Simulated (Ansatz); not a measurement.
# TiAl3 (I4/mmm) in Ansatz: notebook

One crystal, TiAl3, is run at these levels: PBEsol; tasks: relaxation of cell and atoms.

All numbers are computed with Ansatz 0.2.0; they aren't measurements. Logs are shortened: lines on timing, memory, paths and dates and some standing lists are left out, and cuts for length are marked.

## 1. The crystal as given

It takes space group I4/mmm (No. 139, tetragonal). The conventional cell has a = 3.822 Å, b = 3.822 Å, c = 8.561 Å, α = 90.00°, β = 90.00°, γ = 90.00°. Ti (site symmetry 4/mmm) is surrounded by 12 Al at 2.70 to 2.87 Å. Around Al (site symmetry -4m2) lie 8 Al at 2.70 to 2.87 Å and 4 Ti at 2.87 Å. Al (site symmetry 4/mmm) is surrounded by 4 Ti at 2.70 Å and 8 Al at 2.87 Å.

The cell comes from a database or a generator and needn't be the stable form of this composition.

## 2. Relaxation of cell and atoms, PBEsol, target pressure 10 GPa, at which the enthalpy is minimised

The input, input.yaml:

```yaml
crystal:
  lattice:
    - [-1.9111067713, 1.9111067713, 4.2806687947]
    - [1.9111067713, -1.9111067713, 4.2806687947]
    - [1.9111067713, 1.9111067713, -4.2806687947]
  atoms:
    - { symbol: Ti, position: [0.0, 0.0, 0.0] }
    - { symbol: Al, position: [0.25, 0.75, 0.5] }
    - { symbol: Al, position: [0.75, 0.25, 0.5] }
    - { symbol: Al, position: [0.5, 0.5, 0.0] }
hamiltonian:
  xc: pbesol
  pseudopotentials: { kind: paw }
kpoints:
  mp_grid: { grid: [10, 10, 10] }
scf:
  occupations: { method: fermi_dirac, width: 0.05 }
output:
  forces: true
  stress: true
  eigenvalues: true
relax:
  f_tol: 0.01
  max_steps: 40
  cell: { stress_tol: 0.05, p_target: 10.0 }
```

Potentials or basis: Ansatz PAW.

Run with:

```sh
$ ansatz run input.yaml --threads 2 --pin off --max-ram 5632MiB --backend cpu --events-out ev --progress --plain --runs-dir out
```

Output:

```text
Warning: RAYON_NUM_THREADS=2 ignored (pool sized by the plan → 2); use --threads N
Engine: ansatz 0.2.0, aarch64-unknown-linux-gnu
Pseudopotentials: kind: paw
Pseudopotential: Ti, paw, valence charge 12, recommended cutoff 420 eV (normal), Ti.paw.azcp
Pseudopotential: Al, paw, valence charge 3, recommended cutoff 420 eV (normal), Al.paw.azcp
Functional definition: PBEsol
  exchange = pbesol_x
  correlation = pbesol_c
Crystal: 4 atoms, lattice volume = 62.538 Å³
Basis set: ecut = 420 eV, 1203 PW (Γ), exchange–correlation on 72×72×72 points (8 copies of the dense FFT grid, shifted against one another)
Bands: 15, of which v1, the nominal top of the filled ones, is band 11 counted from 1 (10 counted from 0)
Symmetry: 16 space group operations
Space group: I4/mmm (ITA 139), of the structure as read, at distance tolerance 4.0e-5 Å
k-points: 102 of 1000
Non-local potential: Ti, projectors of the file, l = 0: 3, l = 1: 2, l = 2: 3, l = 3: 1
Non-local potential: Al, projectors of the file, l = 0: 2, l = 1: 2, l = 2: 1
PAW form: soft (Blöchl's): semilocal exchange-correlation on the pseudo side does not see the compensation charge
PAW frozen core: Ti, regenerated for the run's functional, and the local potential with it (the file was generated under x = pbe(κ = 0.804, μ = 0.2195149727645171), c = pbe(β = 0.06672455060314922))
PAW frozen core: Al, regenerated for the run's functional, and the local potential with it (the file was generated under x = pbe(κ = 0.804, μ = 0.2195149727645171), c = pbe(β = 0.06672455060314922))
PAW one-centre angular grid: Ti, 590 points (default); XC on 64 Gauss nodes
PAW one-centre angular grid: Al, 110 points (default); XC on 64 Gauss nodes
Initial density: superposition of atomic densities (neutral atoms: chi_scale 0, normalization atom), corrected by the library's trained network
Initial wavefunctions: pseudopotential atomic-orbital guess
Functional: x = pbesol(κ = 0.804, μ = 0.12345679012345678), c = pbesol(β = 0.046)
SCF iter   1: F=—  HF=-4049.169318 eV  |F-HF|=—  |Δ(HF+E_count)|=         —  Δρ=5.21e-3  dr2=1.90e-2  ethr=1.77e-3  ⟨swp⟩=5.7  Hψ=8994  notcnv=0
preconditioner: auto → Kerker (q_TF=auto, 2.275 Å⁻¹)  [metal: Δε(μ)=0.040 eV  Ē_g=5.571 eV  σ=0.050 eV  W_gap=0.19  n_scr=10 (ndim 8)  ℏωp=16.9 eV  f_vac=0.000  D(μ)=1.60/eV (n_scr^D=10)]
SCF iter   2: F=—  HF=-4049.166172 eV  |F-HF|=—  |Δ(HF+E_count)|=   3.15e-3  Δρ=2.03e-3  dr2=2.78e-3  ethr=9.02e-5  ⟨swp⟩=2.0  Hψ=2761  notcnv=0
SCF iter   3: F=—  HF=-4049.165695 eV  |F-HF|=—  |Δ(HF+E_count)|=   4.76e-4  Δρ=4.46e-4  dr2=1.60e-4  ethr=1.32e-5  ⟨swp⟩=2.1  Hψ=1904  notcnv=0
SCF iter   4: F=—  HF=-4049.165657 eV  |F-HF|=—  |Δ(HF+E_count)|=   3.85e-5  Δρ=5.07e-5  dr2=2.13e-6  ethr=7.62e-7  ⟨swp⟩=2.4  Hψ=2101  notcnv=0
SCF iter   5: F=—  HF=-4049.165664 eV  |F-HF|=—  |Δ(HF+E_count)|=   7.50e-6  Δρ=1.18e-5  dr2=7.40e-8  ethr=1.01e-8  ⟨swp⟩=2.4  Hψ=2165  notcnv=0
SCF iter   6: F=-4049.165664 eV  HF=-4049.165664 eV  |F-HF|=1.55e-9  |Δ(HF+E_count)|=   3.53e-9  Δρ=2.11e-6  dr2=2.87e-9  ethr=3.52e-10  ⟨swp⟩=2.0  Hψ=5067  notcnv=0
SCF 1 converged in 6 iterations: F = -4049.165664 eV  dr2 = 2.87e-9
relax step   1: F+E_penalty+E_count = -4049.16566441 eV  Δ(F+E_penalty+E_count) = +0.000e0 eV  max|allowed force component| = 5.204e-18 eV/Å  Δτ_max = 0.0000 Å  P = -0.486 GPa  Ω = 62.538 Å³  (6 SCF iters, dr2 threshold 1.00e-7 eV, accepted)
Crystal: 4 atoms, lattice volume = 55.616 Å³
Basis set: ecut = 420 eV, 1073 PW (Γ), exchange–correlation on 72×72×72 points (8 copies of the dense FFT grid, shifted against one another)
Initial density: handed on by an earlier stage of this run
Initial wavefunctions: those handed on with the density
iter 1 solved again at ethr=6.76e-5 eV; its pass at ethr=3.10e-3 eV (dr2=1.42e-2 eV) is discarded
SCF iter   1: F=—  HF=-4048.872895 eV  |F-HF|=—  |Δ(HF+E_count)|=         —  Δρ=4.07e-3  dr2=1.42e-2  ethr=6.76e-5  ⟨swp⟩=1.0  Hψ=10130  notcnv=0
preconditioner: auto → Kerker (q_TF=auto, 2.320 Å⁻¹)  [metal: Δε(μ)=0.038 eV  Ē_g=6.004 eV  σ=0.050 eV  W_gap=0.19  n_scr=10 (ndim 8)  ℏωp=18.0 eV  f_vac=0.000  D(μ)=1.44/eV (n_scr^D=10)]
SCF iter   2: F=—  HF=-4048.867311 eV  |F-HF|=—  |Δ(HF+E_count)|=   5.58e-3  Δρ=2.68e-3  dr2=6.43e-3  ethr=6.76e-5  ⟨swp⟩=1.8  Hψ=1712  notcnv=0
SCF iter   3: F=—  HF=-4048.864019 eV  |F-HF|=—  |Δ(HF+E_count)|=   3.29e-3  Δρ=4.11e-4  dr2=1.08e-4  ethr=3.06e-5  ⟨swp⟩=2.3  Hψ=2163  notcnv=0
SCF iter   4: F=—  HF=-4048.863974 eV  |F-HF|=—  |Δ(HF+E_count)|=   4.51e-5  Δρ=7.82e-5  dr2=3.52e-6  ethr=5.13e-7  ⟨swp⟩=2.5  Hψ=2383  notcnv=0
iter 5 did not close the SCF: its close was put off for the readings that it lacked (scf_convergence_deferred on its scf_iter line)
SCF iter   5: F=-4048.863973 eV  HF=-4048.863973 eV  |F-HF|=5.44e-8  |Δ(HF+E_count)|=   1.42e-6  Δρ=1.27e-5  dr2=8.05e-8  ethr=1.67e-8  ⟨swp⟩=2.3  Hψ=1929  notcnv=0
SCF iter   6: F=-4048.863973 eV  HF=-4048.863973 eV  |F-HF|=8.05e-9  |Δ(HF+E_count)|=   1.20e-8  Δρ=3.35e-6  dr2=9.10e-9  ethr=3.83e-10  ⟨swp⟩=2.0  Hψ=4831  notcnv=0
SCF 2 converged in 6 iterations: F = -4048.863973 eV  dr2 = 9.10e-9
relax step   2: F+E_penalty+E_count = -4048.86397258 eV  Δ(F+E_penalty+E_count) = +3.017e-1 eV  max|allowed force component| = 5.204e-18 eV/Å  Δτ_max = 0.0000 Å  P = +15.814 GPa  Ω = 55.616 Å³  energy of the carried Pulay correction = +2.255e-3 eV  (6 SCF iters, dr2 threshold 4.00e-7 eV, accepted)
Crystal: 4 atoms, lattice volume = 57.910 Å³
Basis set: ecut = 420 eV, 1113 PW (Γ), exchange–correlation on 72×72×72 points (8 copies of the dense FFT grid, shifted against one another)
iter 1 solved again at ethr=9.95e-6 eV; its pass at ethr=3.10e-3 eV (dr2=2.09e-3 eV) is discarded
SCF iter   1: F=—  HF=-4049.048585 eV  |F-HF|=—  |Δ(HF+E_count)|=         —  Δρ=1.71e-3  dr2=2.09e-3  ethr=9.95e-6  ⟨swp⟩=1.0  Hψ=10270  notcnv=0
preconditioner: auto → Kerker (q_TF=auto, 2.304 Å⁻¹)  [metal: Δε(μ)=0.017 eV  Ē_g=5.861 eV  σ=0.050 eV  W_gap=0.09  n_scr=10 (ndim 8)  ℏωp=17.6 eV  f_vac=0.000  D(μ)=1.54/eV (n_scr^D=10)]
SCF iter   2: F=—  HF=-4049.047816 eV  |F-HF|=—  |Δ(HF+E_count)|=   7.68e-4  Δρ=1.08e-3  dr2=9.02e-4  ethr=9.95e-6  ⟨swp⟩=1.0  Hψ=1530  notcnv=0
[... 23 lines left out ...]
iter 1 solved again at ethr=3.49e-10 eV; its pass at ethr=3.10e-3 eV (dr2=7.34e-8 eV) is discarded
SCF iter   1: F=—  HF=-4049.033145 eV  |F-HF|=—  |Δ(HF+E_count)|=         —  Δρ=1.22e-5  dr2=8.77e-8  ethr=3.49e-10  ⟨swp⟩=2.0  Hψ=9532  notcnv=0
preconditioner: auto → Kerker (q_TF=auto, 2.306 Å⁻¹)  [metal: Δε(μ)=0.023 eV  Ē_g=5.874 eV  σ=0.050 eV  W_gap=0.11  n_scr=10 (ndim 8)  ℏωp=17.6 eV  f_vac=0.000  D(μ)=1.53/eV (n_scr^D=10)]
SCF iter   2: F=—  HF=-4049.033150 eV  |F-HF|=—  |Δ(HF+E_count)|=   5.08e-6  Δρ=7.32e-6  dr2=3.37e-8  ethr=3.49e-10  ⟨swp⟩=1.0  Hψ=1530  notcnv=0
iter 3 did not close the SCF: its close was put off for the readings that it lacked (scf_convergence_deferred on its scf_iter line)
SCF iter   3: F=-4049.033150 eV  HF=-4049.033150 eV  |F-HF|=5.52e-10  |Δ(HF+E_count)|=   1.53e-8  Δρ=1.13e-6  dr2=8.85e-10  ethr=1.60e-10  ⟨swp⟩=2.4  Hψ=2158  notcnv=0
iter 4 did not close the SCF: its close was put off for the readings that it lacked (scf_convergence_deferred on its scf_iter line)
SCF iter   4: F=-4049.033150 eV  HF=-4049.033150 eV  |F-HF|=1.09e-11  |Δ(HF+E_count)|=  3.92e-10  Δρ=1.89e-7  dr2=1.57e-11  ethr=4.21e-12  ⟨swp⟩=2.5  Hψ=2291  notcnv=0
iter 5 did not close the SCF: its close was put off for the readings that it lacked (scf_convergence_deferred on its scf_iter line)
SCF iter   5: F=-4049.033150 eV  HF=-4049.033150 eV  |F-HF|=1.36e-12  |Δ(HF+E_count)|=  7.73e-12  Δρ=4.57e-8  dr2=1.27e-12  ethr=1.00e-12  ⟨swp⟩=1.0  Hψ=1530  notcnv=0
iter 6 did not close the SCF: its close was put off for the readings that it lacked (scf_convergence_deferred on its scf_iter line)
SCF iter   6: F=-4049.033150 eV  HF=-4049.033150 eV  |F-HF|=0.00e0  |Δ(HF+E_count)|=  4.55e-13  Δρ=1.62e-8  dr2=1.67e-13  ethr=1.00e-12  ⟨swp⟩=1.0  Hψ=1530  notcnv=0
SCF iter   7: F=-4049.033150 eV  HF=-4049.033150 eV  |F-HF|=4.55e-13  |Δ(HF+E_count)|=    0.00e0  Δρ=2.84e-9  dr2=4.30e-15  ethr=1.00e-12  ⟨swp⟩=1.0  Hψ=3468  notcnv=0
SCF 5 converged in 7 iterations: F = -4049.033150 eV  dr2 = 4.30e-15
relax step   5: F+E_penalty+E_count = -4049.03314997 eV  Δ(F+E_penalty+E_count) = +7.948e-4 eV  max|allowed force component| = 1.301e-17 eV/Å  Δτ_max = 0.0000 Å  P = +9.999 GPa  Ω = 57.672 Å³  energy of the carried Pulay correction = +1.555e-3 eV  (7 SCF iters, dr2 threshold 7.96e-9 eV, accepted)
Initial wavefunctions: pseudopotential atomic-orbital guess (no wavefunctions were taken with the density)
iter 1 solved again at ethr=1.07e-7 eV; its pass at ethr=3.10e-3 eV (dr2=2.24e-5 eV) is discarded
SCF iter   1: F=—  HF=-4049.032196 eV  |F-HF|=—  |Δ(HF+E_count)|=         —  Δρ=5.49e-5  dr2=2.08e-7  ethr=1.07e-7  ⟨swp⟩=2.3  Hψ=12733  notcnv=0
SCF iter   2: F=—  HF=-4049.032201 eV  |F-HF|=—  |Δ(HF+E_count)|=   5.10e-6  Δρ=2.85e-5  dr2=4.71e-8  ethr=9.92e-10  ⟨swp⟩=2.2  Hψ=2470  notcnv=0
SCF iter   3: F=—  HF=-4049.032201 eV  |F-HF|=—  |Δ(HF+E_count)|=   9.50e-8  Δρ=3.20e-6  dr2=8.53e-10  ethr=2.24e-10  ⟨swp⟩=2.0  Hψ=2498  notcnv=0
iter 4 did not close the SCF: its close was put off for the readings that it lacked (scf_convergence_deferred on its scf_iter line)
SCF iter   4: F=-4049.032201 eV  HF=-4049.032201 eV  |F-HF|=2.73e-12  |Δ(HF+E_count)|=   1.37e-9  Δρ=2.55e-7  dr2=2.22e-11  ethr=4.06e-12  ⟨swp⟩=2.4  Hψ=2611  notcnv=0
iter 5 did not close the SCF: its close was put off for the readings that it lacked (scf_convergence_deferred on its scf_iter line)
SCF iter   5: F=-4049.032201 eV  HF=-4049.032201 eV  |F-HF|=9.09e-13  |Δ(HF+E_count)|=  3.64e-12  Δρ=3.13e-8  dr2=5.65e-13  ethr=1.00e-12  ⟨swp⟩=1.0  Hψ=1530  notcnv=0
iter 6 did not close the SCF: its close was put off for the readings that it lacked (scf_convergence_deferred on its scf_iter line)
SCF iter   6: F=-4049.032201 eV  HF=-4049.032201 eV  |F-HF|=9.09e-13  |Δ(HF+E_count)|=    0.00e0  Δρ=8.98e-9  dr2=8.40e-14  ethr=1.00e-12  ⟨swp⟩=1.0  Hψ=1530  notcnv=0
iter 7 did not close the SCF: its close was put off for the readings that it lacked (scf_convergence_deferred on its scf_iter line)
SCF iter   7: F=-4049.032201 eV  HF=-4049.032201 eV  |F-HF|=1.82e-12  |Δ(HF+E_count)|=    0.00e0  Δρ=1.69e-9  dr2=1.72e-15  ethr=1.00e-12  ⟨swp⟩=1.0  Hψ=1530  notcnv=0
SCF iter   8: F=-4049.032201 eV  HF=-4049.032201 eV  |F-HF|=9.09e-13  |Δ(HF+E_count)|=  9.09e-13  Δρ=4.34e-10  dr2=1.28e-16  ethr=1.00e-12  ⟨swp⟩=1.0  Hψ=3468  notcnv=0
SCF 6 converged in 8 iterations: F = -4049.032201 eV  dr2 = 1.28e-16
relax step   6: F+E_penalty+E_count = -4049.03220099 eV  Δ(F+E_penalty+E_count) = +9.490e-4 eV  max|allowed force component| = 5.204e-18 eV/Å  Δτ_max = 0.0000 Å  P = +9.963 GPa  Ω = 57.672 Å³  stress off target by 3.82e-2 GPa  SCF on the basis re-selected at this cell (its energy is not comparable with the rows above)  (8 SCF iters)
basis re-selected at this cell: Δ(F+E_penalty+E_count) = +9.490e-4 eV, ΔP = -0.036 GPa vs the last step (what re-selecting the basis moved, of the pressure what is left beyond the Pulay correction that the steps carried, after the strain that the cell walked since its last selection, with what the two solves' SCF thresholds leave and, on support functions, any second-order correction that the steps lacked; it is no measure of the basis error at this ecutwfc). This SCF's stress stands 3.82e-2 GPa from its target on what of the cell is left free (relax.cell.stress_tol is 5.00e-2 GPa) and its largest allowed force component is 5.20e-18 eV/Å (relax.f_tol is 1.00e-2 eV/Å): within both
SCF converged after 8 iterations
Free energy (F): -4049.032201 eV
Harris-Foulkes:  -4049.032201 eV  (|F-HF|=9.09e-13)
Internal energy: -4049.019647 eV  (E = F + TS)
E sigma→0 (E₀):  -4049.025924 eV
Entropy (-TS):   -0.012554 eV (-3.138 meV/atom)
Fermi energy:    10.578342 eV
--- Per-component energies (eV) ---
  E_band       = -130.127743
  E_kinetic    = 350.576984
  E_local      = -1149.497454  (includes V_loc(G=0)·N_el)
  E_nonlocal   = 42.897374
  E_hartree    = 511.971709
  E_xc         = -219.079245
  E_vxc        = -214.348928  (∫ρ·V_xc dr)
  E_paw        = -2388.684643  (= ΣΔE_a)
  E_vpaw       = -183.699247  (= ΣTr[D̂ρ^β])
  E_aug_tail   = 0.000108  (compensation charges beyond the density's cutoff)
  E_ewald      = -1197.401282
  E_core_change = 0.196801  (= ΣΔE_core)
  E_smearing   = -0.012554  (= −TS)
  E_closure    = -0.000000  (closes the sum)
  Σ components = -4049.032201   (vs F -4049.032201, Δ=0.00e0)
--- Forces (eV/Å), atoms counted from 1 ---
  atom   1  Ti     0.00000000     0.00000000    -0.00000000
  atom   2  Al    -0.00000000    -0.00000000     0.00000000
  atom   3  Al     0.00000000     0.00000000     0.00000000
  atom   4  Al     0.00000000     0.00000000    -0.00000000
  max |Σ_I F_I| component: 6.94e-18 eV/Å
--- Stress (GPa, compression-positive) ---
        9.961848      -0.000000       0.000000
       -0.000000       9.961848      -0.000000
        0.000000       0.000000       9.964947
  P = ⅓ Tr σ = 9.9629 GPa (99.629 kbar)
--- Band table (eV; the first three rows and the last of 102) ---
  k-point 0: bands = ["-45.3578", "-21.8098", "-21.8098", "-21.7325", "0.0448", "7.6579", "7.8723", "8.9822", "9.2635", "9.2635", "11.4935", "12.5041", "12.5041", "12.8281", "13.5912"]
  k-point 1: bands = ["-45.3574", "-21.8138", "-21.8131", "-21.7319", "0.2667", "7.6949", "7.8440", "8.7052", "8.7903", "9.3178", "10.6261", "12.6328", "12.7202", "12.7619", "14.0135"]
  k-point 2: bands = ["-45.3564", "-21.8238", "-21.8218", "-21.7304", "0.9193", "7.3243", "7.6978", "8.2908", "8.4117", "9.2613", "9.3665", "12.6375", "12.9221", "13.0072", "14.2388"]
  k-point 101: bands = ["-45.3577", "-21.8102", "-21.8102", "-21.7376", "1.7805", "2.7042", "8.4173", "9.6916", "9.6916", "10.2958", "11.3192", "11.3192", "11.6384", "13.8032", "16.0941"]
--- Relaxed structure (5 steps of the walk, 5 accepted, 1 SCFs on fresh bases) ---
  F+E_penalty+E_count = -4049.03220099 eV   max|allowed force component| = 5.204e-18 eV/Å   (the final SCF, on the basis selected at the relaxed cell)
  cell:  # Å, volume = 57.6720 Å³
    - [-1.8615498239979662, 1.8615498239979662, 4.160596195983161]
    - [1.8615498239979662, -1.8615498239979662, 4.160596195983161]
    - [1.8615498239979662, 1.8615498239979662, -4.160596195983161]
  atoms:
    - { symbol: Ti, position: [-1.7350450160368045e-35, -2.7979130193975927e-35, 1.6533502274501146e-35] }
    - { symbol: Al, position: [0.25, 0.7500000000000001, 0.5000000000000001] }
    - { symbol: Al, position: [0.7500000000000001, 0.25, 0.5000000000000001] }
    - { symbol: Al, position: [0.5, 0.5, -4.2395184581171796e-35] }
```

Wall time 16 s (2 threads of Arm Neoverse V2, shared host); peak memory 0.42 GiB.

Results:

| Item | Value |
| --- | --- |
| Free energy | -4049.0322 eV |
| Relaxed volume | 14.42 Å³/atom |
| Relaxed cell | a = 4.924 Å, b = 4.924 Å, c = 4.924 Å, α = 135.57°, β = 135.57°, γ = 64.65° |
| Space group after relaxing (to 0.05 Å) | I4/mmm (No. 139) |
| Energy change on relaxing (the enthalpy is what falls) | +33.4 meV/atom |
| Ionic steps | 6 |
| Pressure after relaxing | 10.0 GPa |
| Band gap on the k mesh | none (metal or under the smearing width) |

The path:
```csv
step,energy change (eV),largest force (eV/Å),volume (Å³)
1,0.0000,0.0000,62.54
2,0.3017,0.0000,55.62
3,0.1183,0.0000,57.91
4,0.1317,0.0000,57.68
5,0.1325,0.0000,57.67
6,0.1335,0.0000,57.67
```

Final structure:
```xyz
4
Lattice="-1.8615 1.8615 4.1606 1.8615 -1.8615 4.1606 1.8615 1.8615 -4.1606" Properties=species:S:1:pos:R:3 pbc="T T T"
Ti    0.0000    0.0000    0.0000
Al    1.8615    0.0000    2.0803
Al    0.0000    1.8615    2.0803
Al    0.0000    0.0000    4.1606
```

Caveat: the plane-wave basis is chosen anew once the cell has moved, so the energies of steps on either side of that aren't comparable; the PAW data sets come from PBE, with cores solved anew for the run's functional, which leaves a small shift of forces and pressure.

[end of part 1 of 2]
